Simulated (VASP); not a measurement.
The system is Te.

```
Te
1.0
     5.22326    0.00000    0.00000
     0.00000    5.22326    0.00000
     0.00000    0.00000    5.22326
Te
4
Direct
  0.87500 0.12500 0.62500
  0.37500 0.37500 0.37500
  0.12500 0.62500 0.87500
  0.62500 0.87500 0.12500
```

The cell was built by a generator and needn't be a form met in nature.

Program: VASP 6.6.1. Alike in all runs: task single point; level HSE(alpha, omega); potentials or basis VASP PAW PBE potentials, release 64 (Te); no spin polarisation; cell as given; k mesh 3 × 3 × 3; cutoff (eV) 520; smearing fermi-dirac 0.05 eV.

Task: Order these runs on this cell by their pressure, lowest first.
A. share of exact exchange 0.5
B. share of exact exchange 0.25
C. share of exact exchange 0.05

Result: A (-4.6 GPa), B (-2.1 GPa), C (-0.3 GPa).

Caveats: the PAW data sets were made with another functional, which shifts forces and pressure a little.
